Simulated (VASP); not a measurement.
# Ag2O (Pn-3m) in VASP: settings compared, part 2 of 2

VASP 6.6.1. The steps go on from the part before.

## 4. Relaxation of cell and atoms, PBEsol

File INCAR:

```
SYSTEM = Ag2O
  PREC = Accurate
  ENCUT = 600
  EDIFF = 1E-7
  ISMEAR = -1
  SIGMA = 0.05
  LREAL = .FALSE.
  LASPH = .TRUE.
  NELM = 60
  ALGO = Normal
  ISIF = 3
  LWAVE = .FALSE.
  LCHARG = .FALSE.
  GGA = PS
  IBRION = 2
  NSW = 60
  EDIFFG = -0.01
```

File KPOINTS:

```
regular mesh
0
G
  5 5 5
  0 0 0
```

File POSCAR:

```
Ag2O
1.0
    4.7180000000      0.0000000000      0.0000000000
    0.0000000000      4.7180000000      0.0000000000
    0.0000000000      0.0000000000      4.7180000000
Ag O
4 2
Direct
    0.7500000000      0.2500000000      0.7500000000
    0.7500000000      0.7500000000      0.2500000000
    0.2500000000      0.7500000000      0.7500000000
    0.2500000000      0.2500000000      0.2500000000
    0.5000000000      0.5000000000      0.5000000000
    0.0000000000      0.0000000000      0.0000000000
```

Potentials or basis: VASP PAW PBE potentials, release 64 (Ag, O).

Launch:

```console
$ cat potpaw_PBE.64/Ag/POTCAR potpaw_PBE.64/O/POTCAR > POTCAR
$ mpirun -np 1 vasp_std > vasp.out
```

OUTCAR:

```text
SYSTEM = Ag2O
   PREC = Accurate
   ENCUT = 600
   EDIFF = 1E-7
   ISMEAR = -1
   LREAL = .FALSE.
   LASPH = .TRUE.
   NELM = 60
   ISIF = 3
   GGA = PS
   IBRION = 2
   NSW = 60
   EDIFFG = -0.01

 ion  position               nearest neighbor table
   1  0.750  0.250  0.750-   5 2.04   6 2.04   4 3.34   2 3.34   3 3.34   2 3.34   4 3.34   2 3.34
                             3 3.34   2 3.34   3 3.34   4 3.34   4 3.34   3 3.34
   2  0.750  0.750  0.250-   5 2.04   6 2.04   4 3.34   1 3.34   3 3.34   1 3.34   3 3.34   1 3.34
                             4 3.34   1 3.34   3 3.34   4 3.34   3 3.34   4 3.34
   3  0.250  0.750  0.750-   5 2.04   6 2.04   4 3.34   1 3.34   2 3.34   2 3.34   4 3.34   1 3.34
                             4 3.34   4 3.34   1 3.34   2 3.34   2 3.34   1 3.34
   4  0.250  0.250  0.250-   5 2.04   6 2.04   3 3.34   1 3.34   2 3.34   1 3.34   3 3.34   2 3.34
                             3 3.34   3 3.34   1 3.34   2 3.34   1 3.34   2 3.34
   5  0.500  0.500  0.500-   1 2.04   2 2.04   3 2.04   4 2.04
   6  0.000  0.000  0.000-   1 2.04   2 2.04   3 2.04   4 2.04

  LATTYP: Found a simple cubic cell.
 ALAT       =     4.7180000000

  Lattice vectors:

 A1 = (   4.7180000000,   0.0000000000,   0.0000000000)
 A2 = (   0.0000000000,   4.7180000000,   0.0000000000)
 A3 = (   0.0000000000,   0.0000000000,   4.7180000000)

Analysis of symmetry for initial positions (statically):
=====================================================================
 Subroutine PRICEL returns:
[... 163 lines left out ...]
  ext. energy  EPLUGINS =         0.00000000
  ---------------------------------------------------
  free energy    TOTEN  =       -23.96970141 eV

  energy without entropy =      -23.96706470  energy(sigma->0) =      -23.96838306

------------------------ aborting loop because EDIFF is reached ----------------------------------------

  FORCE on cell =-STRESS in cart. coord.  units (eV):
  Direction    XX          YY          ZZ          XY          YZ          ZX
  --------------------------------------------------------------------------------------
  -------------------------------------------------------------------------------------
  Total       -0.5411037     -0.5411037     -0.5411037     -0.0000000     -0.0000000     -0.0000000
  in kB       -8.2550039     -8.2550039     -8.2550039     -0.0000000     -0.0000000     -0.0000000
  external PRESSURE =      -8.2550039 kB  Pullay stress =       0.0000000 kB
[... 67 lines left out ...]
--------------------------------------- Ionic step        3  -------------------------------------------

 number of electron      56.0000034 magnetization

 Free energy of the ion-electron system (eV)
  ---------------------------------------------------
  ext. energy  EPLUGINS =         0.00000000
  ---------------------------------------------------
  free energy    TOTEN  =       -23.97230282 eV

  energy without entropy =      -23.96971949  energy(sigma->0) =      -23.97101115

 E-fermi :   4.7427     XC(G=0): -10.8442

 val. band max:        4.6729336789   @ k =   0.0000   0.0000   0.0000
 cond. band min:       5.1275286178   @ k =   0.2000   0.0000   0.0000
 fundamental gap:      0.4545949389
 Fermi energy:         4.7427131138

 k-point     1 :       0.0000    0.0000    0.0000
  band No.  band energies     occupation
      1     -14.3094      2.00000
      2     -13.5798      2.00000
      3      -2.3993      2.00000
      4      -2.3993      2.00000
      5      -2.3993      2.00000
      6      -0.1114      2.00000
[... 382 lines left out ...]
  FREE ENERGIE OF THE ION-ELECTRON SYSTEM (eV)
  ---------------------------------------------------
  free  energy   TOTEN  =       -23.9723028196 eV

  energy  without entropy=      -23.9697194898  energy(sigma->0) =      -23.97101115

 reached required accuracy - stopping structural energy minimisation
```

OSZICAR:

```text
N       E                     dE             d eps       ncg     rms          rms(c)
DAV:   1     0.412720778812E+03    0.41272E+03   -0.31522E+04   660   0.184E+03
DAV:   2    -0.413437702442E+01   -0.41686E+03   -0.40564E+03   741   0.385E+02
DAV:   3    -0.275477192468E+02   -0.23413E+02   -0.23198E+02   735   0.899E+01
[... 28 lines left out ...]
DAV:   4    -0.239723172366E+02    0.64812E-04   -0.10680E-04   684   0.737E-02    0.605E-02
DAV:   5    -0.239723027052E+02    0.14531E-04   -0.14146E-05   735   0.377E-02    0.361E-03
DAV:   6    -0.239723030613E+02   -0.35605E-06   -0.37419E-06   749   0.108E-02    0.368E-03
DAV:   7    -0.239723028648E+02    0.19648E-06   -0.42136E-07   581   0.369E-03    0.109E-03
DAV:   8    -0.239723028196E+02    0.45189E-07   -0.36102E-08   335   0.134E-03
   3 F= -.23972303E+02 E0= -.23971011E+02  d E =-.260141E-02
```

CONTCAR:

```text
Ag2O
   1.00000000000000
     4.7029727785477826   -0.0000000000000000   -0.0000000000000000
    -0.0000000000000000    4.7029727785477826   -0.0000000000000000
     0.0000000000000000   -0.0000000000000000    4.7029727785477826
  Ag              O
     4     2
Direct
     0.7500000000000000    0.2500000000000000    0.7500000000000000
     0.7500000000000000    0.7500000000000000    0.2500000000000000
     0.2500000000000000    0.7500000000000000    0.7500000000000000
     0.2500000000000000    0.2500000000000000    0.2500000000000000
     0.5000000000000000    0.5000000000000000    0.5000000000000000
     0.0000000000000000    0.0000000000000000    0.0000000000000000

  0.00000000E+00  0.00000000E+00  0.00000000E+00
  0.00000000E+00  0.00000000E+00  0.00000000E+00
  0.00000000E+00  0.00000000E+00  0.00000000E+00
  0.00000000E+00  0.00000000E+00  0.00000000E+00
  0.00000000E+00  0.00000000E+00  0.00000000E+00
  0.00000000E+00  0.00000000E+00  0.00000000E+00
```

Wall time 1.8 min (1 thread of Intel Xeon Platinum 8488C (Sapphire Rapids), shared host); peak memory 0.25 GiB.

What came out:

```yaml
Free_energy: -23.9723 eV
Relaxed_volume: 17.34 Å³/atom
Relaxed_cell: a = 4.703 Å, b = 4.703 Å, c = 4.703 Å, α = 90.00°, β = 90.00°, γ = 90.00°
Space_group_after_relaxing_to_0.05_Å: Pn-3m (No. 224)
Energy_gained_by_relaxing: 0.4 meV/atom
Ionic_steps: 3
Pressure_after_relaxing: 0.0 GPa
Band_gap_on_the_k_mesh: none (metal or under the smearing width)
```

Step by step:
```
step  energy change (eV)  largest force (eV/Å)  pressure (GPa)  volume (Å³)
   1              0.0000                0.0000           -0.83       105.02
   2             -0.0022                0.0000            0.32       103.66
   3             -0.0026                0.0000            0.00       104.02
```

Final structure:
```
CELL_PARAMETERS angstrom
4.70297 0.00000 0.00000
0.00000 4.70297 0.00000
0.00000 0.00000 4.70297
ATOMIC_POSITIONS crystal
Ag 0.75000 0.25000 0.75000
Ag 0.75000 0.75000 0.25000
Ag 0.25000 0.75000 0.75000
Ag 0.25000 0.25000 0.25000
O 0.50000 0.50000 0.50000
O 0.00000 0.00000 0.00000
```

Caveat: the PAW data sets were made with another functional, which shifts forces and pressure a little.

## 5. Relaxation of cell and atoms, RPBE

Changes to INCAR since step 4:

```diff
@@ -13,3 +13,3 @@
   LCHARG = .FALSE.
-  GGA = PS
+  GGA = RP
   IBRION = 2
```

KPOINTS is that of step 4.

POSCAR is that of step 4.

Launch:

```console
$ cat potpaw_PBE.64/Ag/POTCAR potpaw_PBE.64/O/POTCAR > POTCAR
$ mpirun -np 1 vasp_std > vasp.out
```

It took 2.1 min on 1 thread of Intel Xeon Platinum 8488C (Sapphire Rapids), shared host; peak memory 0.25 GiB.

Results (log left out):

| Property | Result |
| --- | --- |
| Free energy | -18.9785 eV |
| Relaxed volume | 19.55 Å³/atom |
| Relaxed cell | a = 4.895 Å, b = 4.895 Å, c = 4.895 Å, α = 90.00°, β = 90.00°, γ = 90.00° |
| Space group after relaxing (to 0.05 Å) | Pn-3m (No. 224) |
| Energy gained by relaxing | 48.0 meV/atom |
| Ionic steps | 3 |
| Pressure after relaxing | 0.0 GPa |
| Band gap on the k mesh | none (metal or under the smearing width) |

Step by step:
| step | energy change (eV) | largest force (eV/Å) | pressure (GPa) | volume (Å³) |
| --- | --- | --- | --- | --- |
| 1 | 0.0000 | 0.0000 | 8.41 | 105.02 |
| 2 | -0.2809 | 0.0000 | -1.02 | 119.62 |
| 3 | -0.2882 | 0.0000 | 0.04 | 117.28 |

Final structure:
```cif
data_structure
_symmetry_space_group_name_H-M 'P 1'
_symmetry_Int_Tables_number 1
_cell_length_a 4.8949
_cell_length_b 4.8949
_cell_length_c 4.8949
_cell_angle_alpha 90.000
_cell_angle_beta 90.000
_cell_angle_gamma 90.000
_cell_volume 117.28
loop_
_atom_site_label
_atom_site_type_symbol
_atom_site_fract_x
_atom_site_fract_y
_atom_site_fract_z
_atom_site_occupancy
Ag1 Ag 0.75000 0.25000 0.75000 1
Ag2 Ag 0.75000 0.75000 0.25000 1
Ag3 Ag 0.25000 0.75000 0.75000 1
Ag4 Ag 0.25000 0.25000 0.25000 1
O1 O 0.50000 0.50000 0.50000 1
O2 O 0.00000 0.00000 0.00000 1
```

Levels at points of the mesh, in eV from the Fermi level:
```
           k point  band 24  band 25  band 26  band 27  band 28  band 29  band 30  band 31  band 32  band 33
(0.00, 0.00, 0.00)    -2.50    -2.50    -0.14    -0.08    -0.08    -0.08     2.42     2.42     6.78     6.78
```

Caveat: the PAW data sets were made with another functional, which shifts forces and pressure a little. RPBE and its kin give volumes clearly too large for solids.

## 6. The reference run

An earlier run on the cell as given: functional PBEsol; potentials or basis VASP PAW PBE potentials, release 64 (Ag, O); cutoff 520 eV; k mesh 6 × 6 × 6; occupations fermi-dirac, width 0.05 eV; no spin polarisation.

- Pressure: -0.8 GPa
- Band gap on the k mesh: none (metal or under the smearing width)

## 7. The runs side by side

```tsv
task	level	potentials or basis	cell	k mesh	cutoff (eV)	ladder	gap on the mesh (eV)	pressure (GPa)	relaxed volume (Å³/atom)
relaxation of cell and atoms	LDA	VASP PAW LDA potentials, release 64 (Ag, O)	relaxed	5 × 5 × 5	600	-	0.11	0.0	16.63
relaxation of cell and atoms	PBE	VASP PAW PBE potentials, release 64 (Ag, O)	relaxed	5 × 5 × 5	600	-	none	0.0	18.54
relaxation of cell and atoms	PBEsol	VASP PAW PBE potentials, release 64 (Ag, O)	relaxed	5 × 5 × 5	600	-	none	0.0	17.34
relaxation of cell and atoms	RPBE	VASP PAW PBE potentials, release 64 (Ag, O)	relaxed	5 × 5 × 5	600	-	none	0.0	19.55
single point	PBEsol	VASP PAW PBE potentials, release 64 (Ag, O)	as given	6 × 6 × 6	520	free	none	-0.8	-
```

Alike in all rows: no spin polarisation; smearing fermi-dirac 0.05 eV.

Caveats: the PAW data sets were made with another functional, which shifts forces and pressure a little (some runs); an odd mesh through Γ misses points on the zone boundary, where band edges often lie (some runs).

Absolute energies hang on the potentials; compare differences alone.
